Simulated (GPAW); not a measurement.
# BaTiO3 (P4mm) in GPAW: notebook

Runs on BaTiO3. Level: PBE. Tasks: single point.

Everything below comes from runs of GPAW 26.7.0. Logs are shortened: lines on timing, memory, paths and dates and some standing lists are left out, and cuts for length are marked. The log counts tension as positive stress, the text compression.

**1. The structure**

The structure is tetragonal, space group P4mm (No. 99). Conventional cell: a = 4.000 Å, b = 4.000 Å, c = 4.018 Å, α = 90.00°, β = 90.00°, γ = 90.00°. Around Ba (site symmetry 4mm) lie 12 O at 2.79 to 2.88 Å. Ti (site symmetry 4mm) has 6 O at 1.89 to 2.13 Å as nearest neighbours. Around O (site symmetry 2mm) lie 2 Ti at 2.00 Å. O (site symmetry 4mm) is surrounded by 2 Ti at 1.89 to 2.13 Å.

**2. Single point, PBE**

The input, run.py:

```python
from ase.dft.bandgap import bandgap
from ase.io import read, write
from ase.units import GPa
from gpaw import GPAW, PW

atoms = read('BaTiO3.xyz')

calc = GPAW(mode=PW(650),
            xc='PBE',
            kpts={'size': (6, 6, 6), 'gamma': True},
            occupations={'name': 'fermi-dirac', 'width': 0.05},
            nbands=36,
            maxiter=120,
            txt='gpaw.txt')
atoms.calc = calc
energy = atoms.get_potential_energy()
forces = atoms.get_forces()
stress = atoms.get_stress()
calc.write('gs.gpw')
write('result.traj', atoms)
print(f'Energy: {energy:.6f} eV')
print('Forces (eV/A):')
print(forces.round(4))
print('Stress (GPa):', (stress / GPa).round(3))
print('Fermi level:', round(calc.get_fermi_level(), 4), 'eV')
print(f'Gap: {bandgap(calc)[0]:.4f} eV, direct: {bandgap(calc, direct=True)[0]:.4f} eV')
```

The input, BaTiO3.xyz:

```xyz
5
Lattice="3.9998000000 0.0000000000 0.0000000000 0.0000000000 3.9998000000 0.0000000000 0.0000000000 0.0000000000 4.0180000000" Properties=species:S:1:pos:R:3 pbc="T T T"
Ba     0.0000000000      0.0000000000      0.0000000000
Ti     1.9999000000      1.9999000000      1.9688200000
O      0.0000000000      1.9999000000      2.0773060000
O      1.9999000000      0.0000000000      2.0773060000
O      1.9999000000      1.9999000000      0.0763420000
```

Potentials or basis: GPAW PAW data sets (gpaw-data 1.2.1), pw.

The run is started by

```bash
OMP_NUM_THREADS=1 python run.py
```

gpaw.txt:

```text
__  _  _
 | _ |_)|_||  |
 |__||  | ||/\| - 26.7.0

Input parameters:
  mode=PW(ecut=650.0),
  kpts=MonkhorstPack(size=(6, 6, 6), gamma=True),
  maxiter=120,
  nbands=36,
  occupations=Occupations(name='fermi-dirac', width=0.05),
  xc=XC(name='PBE')

Diagonalizing LCAO Hamiltonian
Converting LCAO to pw mode
   .---------.
  /|         |
 * |         |
 |O|         |
 | |  OTi    |
 | .---------.
 |/    O    /
 Ba--------*

Atoms  # Å, Bohr magnetons
|   | symbol |        x |        y |        z |    initial magnetic moments |
|---|--------|----------|----------|----------|-----------------------------|
| 0 |     Ba | 0.000000 | 0.000000 | 0.000000 | ( 0.0000,  0.0000,  0.0000) |
| 1 |     Ti | 1.999900 | 1.999900 | 1.968820 | ( 0.0000,  0.0000,  0.0000) |
| 2 |      O | 0.000000 | 1.999900 | 2.077306 | ( 0.0000,  0.0000,  0.0000) |
| 3 |      O | 1.999900 | 0.000000 | 2.077306 | ( 0.0000,  0.0000,  0.0000) |
| 4 |      O | 1.999900 | 1.999900 | 0.076342 | ( 0.0000,  0.0000,  0.0000) |

Unit cell  # Å
| periodic |        x |        y |        z |  lengths |    angles |
|----------|----------|----------|----------|----------|-----------|
|      yes | 3.999800 | 0.000000 | 0.000000 | 3.999800 | 90.000000 |
|      yes | 0.000000 | 3.999800 | 0.000000 | 3.999800 | 90.000000 |
|      yes | 0.000000 | 0.000000 | 4.018000 | 4.018000 | 90.000000 |

Number of symmetries: 8
Symmetry operations  # r_c * U_cc + t_c -> r_c
|   | kind |            matrix            |
|---|------|------------------------------|
| 0 |  E   |  1, 0, 0,  0, 1, 0,  0, 0, 1 |
| 1 |  σ   |  1, 0, 0,  0,-1, 0,  0, 0, 1 |
| 2 |  σ   |  0, 1, 0,  1, 0, 0,  0, 0, 1 |
| 3 |  C4  |  0, 1, 0, -1, 0, 0,  0, 0, 1 |
| 4 |  C4  |  0,-1, 0,  1, 0, 0,  0, 0, 1 |
| 5 |  σ   |  0,-1, 0, -1, 0, 0,  0, 0, 1 |
| 6 |  σ   | -1, 0, 0,  0, 1, 0,  0, 0, 1 |
| 7 |  C2  | -1, 0, 0,  0,-1, 0,  0, 0, 1 |

BZ-sampling:
  Number of BZ points: 216
  Number of IBZ points: 40

  Monkhorst-Pack size: [6, 6, 6]
  Monkhorst-Pack shift: [0.08333333333333333, 0.08333333333333333, 0.08333333333333333]

K-points  # in reciprocal-cell coordinates
|     |                                coordinates |     weight |
|-----|--------------------------------------------|------------|
|   0 | (  0.00000000,   0.00000000,   0.00000000) | 0.00462963 |
|   1 | (  0.00000000,   0.00000000,   0.16666667) | 0.00925926 |
|   2 | (  0.00000000,   0.00000000,   0.33333333) | 0.00925926 |
|   3 | (  0.00000000,   0.00000000,   0.50000000) | 0.00462963 |
|   4 | (  0.16666667,   0.00000000,   0.00000000) | 0.01851852 |
|   5 | (  0.16666667,   0.00000000,   0.16666667) | 0.03703704 |
|   6 | (  0.16666667,   0.00000000,   0.33333333) | 0.03703704 |
|   7 | (  0.16666667,   0.00000000,   0.50000000) | 0.01851852 |
|   8 | (  0.16666667,   0.16666667,   0.00000000) | 0.01851852 |
|   9 | (  0.16666667,   0.16666667,   0.16666667) | 0.03703704 |
| ... |                                            |            |
|  39 | (  0.50000000,   0.50000000,   0.50000000) | 0.00462963 |

Plane wave coefficients: 2469
Cutoff: 650.0 eV

Spin-components: 1 (collinear spins)
Bands:           36
Projectors:      27
Spin-degeneracy: 2
Datatype:        complex128

Parallelization:
  kpt:    1
  domain: 1
  band:   1

Density:
  Valence electrons: 40.0
  Components: 1
  Grid points: [24 24 24]
  Charge: 0.0  # |e|

Potential:
  Grid points: [24 24 24]

species:
  Ba:
    name:    Barium
    Z:       56.0
    valence: 10
    core:    46
    charge:  0.0  # [|e|]
    compensation charges:
      type: gauss
      rc: 0.37  # [Å]
      lmax: 2
    cutoffs:
      filter: 2.06  # [Å]
      core: 2.33  # [Å]
    projectors
    | kind |    occ | energy [eV] | rcut [Å] |
    |------|--------|-------------|----------|
    |   5s |  2.000 |     -33.644 |    1.164 |
    |   6s |  2.000 |      -3.229 |    1.164 |
    |   5p |  6.000 |     -18.744 |    1.164 |
    |    p |        |       0.000 |    1.164 |
    |    d |        |       0.000 |    1.164 |
    |    d |        |      27.211 |    1.164 |

    Using partial waves for Ba as LCAO basis

  Ti:
    name:    Titanium
    Z:       22.0
    valence: 12
    core:    10
    charge:  0.0  # [|e|]
    compensation charges:
      type: gauss
      rc: 0.38  # [Å]
      lmax: 2
    cutoffs:
      filter: 2.23  # [Å]
      core: 1.02  # [Å]
    projectors
    | kind |    occ | energy [eV] | rcut [Å] |
    |------|--------|-------------|----------|
    |   3s |  2.000 |     -62.623 |    1.270 |
    |   4s |  2.000 |      -4.466 |    1.270 |
    |   3p |  6.000 |     -38.862 |    1.058 |
    |   4p |  0.000 |      -1.466 |    1.058 |
    |   3d |  2.000 |      -4.258 |    1.058 |
    |    d |        |      22.953 |    1.058 |

    Using partial waves for Ti as LCAO basis

  O:
    name:    Oxygen
    Z:       8.0
    valence: 6
    core:    2
    charge:  0.0  # [|e|]
    compensation charges:
      type: gauss
      rc: 0.21  # [Å]
      lmax: 2
    cutoffs:
      filter: 1.17  # [Å]
      core: 0.83  # [Å]
    projectors
    | kind |    occ | energy [eV] | rcut [Å] |
    |------|--------|-------------|----------|
    |   2s |  2.000 |     -23.961 |    0.688 |
    |   2p |  4.000 |      -9.029 |    0.598 |
    |    s |        |       3.251 |    0.688 |
    |    p |        |      18.182 |    0.598 |
    |    d |        |       0.000 |    0.619 |

    Using partial waves for O as LCAO basis

Reference energy: -250624.413696  # eV

eigensolver:
  PPCG
  Converge bands: occupied
  niter=2

density mixing:
  MSR1-Mixer
  Pratt-step length: 0.05
  Maximum mixing coefficient: 0.75
  Old densities: 10
  SVD Regularization: 0.005
  Good broyden scale: 1.0
  Trust region scale: 1.0
  Backstep threshold: 4.0
  History deletion threshold: 6.0
  Fourier metric: weight=20.0, sigma=0.015

occupation numbers:
  Fermi-Dirac:
    width: 0.0500  # eV

poisson solver:
  ecut: 5200.0  # eV

xc functional:
  name: PBE with 2 nearest neighbor stencil

convergence criteria:
- Maximum [total energy] change in last 3 cyles: 0.0005 eV / valence electron
- Maximum integral of absolute [dens]ity change: 0.0001 electrons / valence electron
- Maximum integral of absolute [eigenst]ate change: 4e-08 eV^2 / valence electron
maximum number of iterations: 120

SCF iterations
|iter     | |      energy | eigst |  dens |
|---------|-|-------------|-------|-------|
|iter:   1| |  -44.705628 | +0.13 |       |
|iter:   2| |  -42.991098 | -1.52 | -0.87 |
|iter:   3| |  -39.630252 | -0.94 | -0.94 |
|iter:   4| |  -39.428425 | -2.15 | -1.45 |
|iter:   5| |  -39.393976 | -2.83 | -1.62 |
|iter:   6| |  -39.400416 | -3.44 | -1.96 |
|iter:   7| |  -39.400504c| -4.52 | -2.71 |
|iter:   8| |  -39.400488c| -5.19 | -2.99 |
|iter:   9| |  -39.400496c| -6.32 | -3.51 |
|iter:  10| |  -39.400498c| -7.46c| -3.99 |
|iter:  11| |  -39.400498c| -8.06c| -4.99c|

Converged in 11 steps
Energy contributions relative to reference atoms: (reference = -250624.413696)

Energy contributions:
  Kinetic:          44.436004
  Coulomb:         -46.725793
  Zero:              0.691273
  External:          0.000000
  Xc:              -37.801982
  Entropy:          -0.000000
  Spinorbit:         0.000000
  ----------------------------
  Free energy:     -39.400498
  Extrapolated:    -39.400498

dipole moment: (-35.425592, -35.425592, -33.892513)  # |e|*Ang

Fermi level: 8.594
Eigenvalues  # (at kpt = [0.000, 0.000, 0.000])
| band index |      eig [eV] | occ [0-2] |
|------------|---------------|-----------|
|          0 |       -48.864 |     2.000 |
|        ... |               |           |
|         12 |         5.356 |     2.000 |
|         13 |         5.356 |     2.000 |
|         14 |         6.442 |     2.000 |
|         15 |         6.442 |     2.000 |
|         16 |         6.533 |     2.000 |
|         17 |         7.381 |     2.000 |
[... 8 lines left out ...]
|         26 |        12.761 |     0.000 |
|         27 |        15.013 |     0.000 |
|        ... |               |           |
|         35 |        27.162 |     0.000 |

Gap: 1.812 eV
Transition (v -> c):
  (s=0, k=39, n=19, [0.50, 0.50, 0.50]) -> (s=0, k=0, n=20, [0.00, 0.00, 0.00])
Direct/indirect transitions are different
Direct gap: 2.093 eV
Transition at: (s=0, k=0, n=19, [0.00, 0.00, 0.00])

Forces  # eV/Ang
|       x |       y |        z |
|---------|---------|----------|
| 0.00000 | 0.00000 |  0.06281 |  # Ba   0
| 0.00000 | 0.00000 | -0.09122 |  # Ti   1
| 0.00000 | 0.00000 | -0.10746 |  # O    2
| 0.00000 | 0.00000 | -0.10746 |  # O    3
| 0.00000 | 0.00000 |  0.24910 |  # O    4

Stress tensor  # eV/Ang^3
|         x |         y |         z |
|-----------|-----------|-----------|
| -0.008424 |  0.000000 | -0.000000 |
|  0.000000 | -0.008424 |  0.000000 |
| -0.000000 |  0.000000 | -0.014334 |

# Writing to gs.gpw (mode='')
```

Run time: 42 s. Hardware: 1 thread of INTEL XEON PLATINUM 8581C at 2.10GHz (Emerald Rapids), shared host; peak memory 0.24 GiB.

What came out:

```
Free energy            : -39.4005 eV
Pressure               : 1.7 GPa
Largest force          : 0.249 eV/Å
Band gap on the k mesh : 1.81 eV, indirect (least direct gap 2.09 eV)
```

Forces in eV/Å, atoms in the order of the input:
```
Ba   0.000  0.000  0.063
Ti   0.000  0.000 -0.091
O    0.000  0.000 -0.107
O    0.000  0.000 -0.107
O    0.000  0.000  0.249
```

Caveat: the cutoff is short for stress and forces, so pressures can be off by a GPa or more; spin-orbit coupling is left out, which moves the levels of the heavy elements.

**3. Single point, PBE**

run.py, as its differences from that of step 2:

```diff
@@ -1,3 +1,4 @@
+from ase import Atoms
 from ase.dft.bandgap import bandgap
-from ase.io import read, write
+from ase.io import write
 from ase.units import GPa
@@ -5,3 +6,12 @@
 
-atoms = read('BaTiO3.xyz')
+atoms = Atoms(['Ba', 'Ti', 'O', 'O', 'O'],
+              cell=[[3.9998, 0.0, 0.0],
+                    [0.0, 3.9998, 0.0],
+                    [0.0, 0.0, 4.018]],
+              scaled_positions=[[0.0, 0.0, 0.0],
+                                [0.5, 0.5, 0.49],
+                                [0.0, 0.5, 0.517],
+                                [0.5, 0.0, 0.517],
+                                [0.5, 0.5, 0.019]],
+              pbc=True)
```

Potentials or basis: GPAW PAW data sets (gpaw-data 1.2.1), pw.

The run is started by

```bash
OMP_NUM_THREADS=1 python run.py
```

Run time: 45 s. Hardware: 1 thread of INTEL XEON PLATINUM 8581C at 2.10GHz (Emerald Rapids), shared host; peak memory 0.24 GiB.

The run converged. Its results:

| Item | Value |
| --- | --- |
| Free energy | -39.4005 eV |
| Pressure | 1.7 GPa |
| Largest force | 0.249 eV/Å |
| Band gap on the k mesh | 1.81 eV, indirect (least direct gap 2.09 eV) |

Forces on the atoms (eV/Å):
```
Ba   0.000  0.000  0.063
Ti   0.000  0.000 -0.091
O    0.000  0.000 -0.107
O    0.000  0.000 -0.107
O    0.000  0.000  0.249
```

Stress tensor (GPa, compression positive):
```
1.35 0.00 0.00
0.00 1.35 0.00
0.00 0.00 2.30
```

Levels at points of the mesh, in eV from the valence-band top:
```tsv
k point	band 16	band 17	band 18	band 19	band 20	band 21	band 22	band 23	band 24	band 25
(0.00, 0.00, 0.00)	-1.23	-1.14	-0.30	-0.28	-0.28	1.81	2.02	2.02	4.01	4.10
(0.00, 0.00, 0.50)	-1.94	-1.94	-1.94	-0.69	-0.69	1.96	3.58	3.58	4.01	6.04
(0.50, 0.00, 0.00)	-1.93	-1.82	-1.72	-0.93	-0.83	2.16	3.52	3.56	4.07	5.90
(0.50, 0.00, 0.50)	-2.66	-1.71	-0.90	-0.88	-0.16	3.55	3.60	3.95	4.85	7.64
(0.50, 0.50, 0.00)	-2.70	-1.75	-0.97	-0.97	-0.08	3.57	3.57	3.97	4.73	7.67
(0.50, 0.50, 0.50)	-2.43	-2.40	-0.08	-0.08	0.00	4.20	4.20	4.20	6.57	6.73
```

Caveat: the cutoff is short for stress and forces, so pressures can be off by a GPa or more; spin-orbit coupling is left out, which moves the levels of the heavy elements. A k mesh can miss the band edges.
